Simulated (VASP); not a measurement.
Crystal: BaTiO3.

```xyz
5
Lattice="2.8099 1.6223 2.3051 -2.8099 1.6223 2.3051 0.0000 -3.2446 2.3051" Properties=species:S:1:pos:R:3 pbc="T T T"
Ba    0.0000    0.0000    6.8982
Ti    0.0000    0.0000    3.3492
O     0.0000    1.5914    2.3911
O    -1.3782   -0.7957    2.3911
O     1.3782   -0.7957    2.3911
```

The cell isn't the ideal one: a relaxed cell with its volume scaled by 0.96.

* Program: VASP 6.6.1
* Task: relaxation of shape and atoms at fixed volume
* Functional: r2SCAN
* Potentials or basis: VASP PAW PBE potentials, release 64 (Ba_sv, Ti_sv, O)
* Cutoff: 600 eV
* k mesh: 9 × 9 × 7
* Occupations: gaussian, width 0.03 eV
* Spin: no spin polarisation

At the start: pressure 7.7 GPa; volume 12.61 Å³/atom.

Where does the relaxation end?

Over 8 steps the energy falls by 3.8 meV/atom; space group R3m (No. 160, to 0.05 Å).

Step by step:
```
step  energy change (eV)  largest force (eV/Å)  pressure (GPa)
   1              0.0000                0.4626            7.72
   2             -0.0155                0.1505            6.20
   3             -0.0164                0.1018            5.77
   4             -0.0183                0.0669            5.66
   5             -0.0189                0.0301            5.54
   6             -0.0192                0.0121            5.43
   7             -0.0192                0.0125            5.43
   8             -0.0192                0.0025            5.39
```

Final structure:
```cif
data_structure
_symmetry_space_group_name_H-M 'P 1'
_symmetry_Int_Tables_number 1
_cell_length_a 3.9800
_cell_length_b 3.9800
_cell_length_c 3.9800
_cell_angle_alpha 89.934
_cell_angle_beta 89.934
_cell_angle_gamma 89.934
_cell_volume 63.05
loop_
_atom_site_label
_atom_site_type_symbol
_atom_site_fract_x
_atom_site_fract_y
_atom_site_fract_z
_atom_site_occupancy
Ba1 Ba 0.00010 0.00010 0.00010 1
Ti1 Ti 0.49085 0.49085 0.49085 1
O1 O 0.50771 0.50771 0.01282 1
O2 O 0.01282 0.50771 0.50771 1
O3 O 0.50771 0.01282 0.50771 1
```

Caveat: the PAW data sets were made with another functional, which shifts forces and pressure a little.
